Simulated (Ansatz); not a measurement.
# Energy ranking of Ti5Si structures

These are results of DFT PBE, scalar-relativistic, plane waves, PAW in Ansatz 0.2.0, not measurements. Settings: cutoff 420 eV, Γ-centred meshes spaced at most about 0.3 Å⁻¹, and about 0.25 Å⁻¹ or finer for metals (2π included), Gaussian smearing. Spin is collinear in cells that carry moments; the others ran without spin or lost their moments.

Formation energies are uncorrected and refer to the elements' standard structures at the same level.

Temperature and zero-point effects are left out. Only the structures computed here compete, so a lower one can exist. Another magnetic order may lie lower.

Invented guesses and database cells were relaxed alike, and ends that match in structure, energy and magnetic state were merged. ΔE counts from the first row. Coordination counts Ti atoms around Si (those within 1.25 times the shortest such distance or 1.15 times the sum of covalent radii). The ends were matched against large subsets of the Crystallography Open Database and the Materials Project, so a missing match doesn't prove that a structure is unreported.

```csv
#,reached from,type and space group,atoms,Å³/atom,coordination,ΔE (meV/atom),gap on mesh (eV),moments,in databases
1,a Materials Project cell,R32 (No. 155),6,16.3,Si 12,0,0.00,none,Materials Project
2,random cell,P4/mmm (No. 123),6,19.1,Si 8,576,0.00,none,no match
3,random cell,I4/mmm (No. 139),6,19.5,Si 6,829,0.00,none,no match
4,random cell,P4/mmm (No. 123),6,27.2,Si 6,1751,0.00,"parallel, 0.7 μB",no match
```

The lowest: Space group R32 (No. 155), trigonal, a = 5.048 Å, c = 13.315 Å. Ti on a site of symmetry 3 has 9 Ti at 2.84–2.94 Å and 3 Si at 2.92 Å; around Ti on a site of symmetry 2 lie 8 Ti at 2.68–2.88 Å, 2 Si at 2.71 Å, 2 Ti at 3.46 Å and 2 Ti at 3.66 Å; around Si lie 6 Ti at 2.71 Å and 6 Ti at 2.92 Å. Its energy over the elements is −0.29 eV/atom. Whether it is stable depends on the other phases of the system, which aren't compared here. Materials Project cells can be hypothetical, and an observed structure of this formula, if there is one, may be missing.

```xyz
6
Lattice="2.5242 1.4574 4.4384 -2.5242 1.4574 4.4384 0.0000 -2.9147 4.4384" Properties=species:S:1:pos:R:3 pbc="T T T"
Ti    0.0000    0.0000    2.0154
Ti    0.5279    1.4574    4.4384
Ti   -1.5260   -0.2716    4.4384
Ti    0.0000    0.0000   11.2997
Ti    0.9982   -1.1858    4.4384
Si    0.0000    0.0000    6.6575
```

The second: Space group P4/mmm (No. 123), tetragonal, a = 6.383 Å, c = 2.814 Å. Ti on a site of symmetry m2m has 2 Si at 2.64 Å, 4 Ti at 2.68–2.81 Å and 4 Ti at 3.16–3.22 Å; around Ti on a site of symmetry 4/mmm lie 10 Ti at 2.68–2.81 Å; Si has 8 Ti at 2.64 Å and 2 Si at 2.81 Å. Counting Ti atoms around Si, the first has Si 12 and the second has Si 8. Shaken at random and relaxed again, row 1 came back. Cells without such a test can be saddle points. Some structure types and database cells were kept out of the candidates from the start, so a known form may be missing.
